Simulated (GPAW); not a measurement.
GaP:

```xyz
2
Lattice="0.0000 2.7252 2.7252 2.7252 0.0000 2.7252 2.7252 2.7252 0.0000" Properties=species:S:1:pos:R:3 pbc="T T T"
Ga    0.0000    0.0000    0.0000
P     1.3626    1.3626    1.3626
```

Base run:

| Property | Result |
| --- | --- |
| Program | GPAW 26.7.0 |
| Functional | mBEEF |
| Potentials or basis | GPAW PAW data sets (gpaw-data 1.2.1) |
| Cutoff | 600 eV |
| Basis | pw |
| k mesh | 8 × 8 × 8 |
| Occupations | fermi-dirac, width 0.05 eV |
| Spin | spin-orbit coupling, no magnetisation |

Its results: band gap on the k mesh 2.17 eV, indirect (least direct gap 2.49 eV); pressure 1.7 GPa.

Task: The run is repeated on the same cell with these changes: functional from mBEEF to r4SCAN. What comes out?

Result: Band gap on the k mesh 1.86 eV, indirect (least direct gap 2.31 eV); pressure 1.0 GPa.

Caveats: spin-orbit coupling was added after a scalar SCF, so levels and gaps hold it while energy, forces, pressure and moments don't; this program's spin-orbit splittings come out too wide for heavy elements; the PAW data sets were made with another functional, which shifts forces and pressure a little.

A k mesh can miss the band edges.
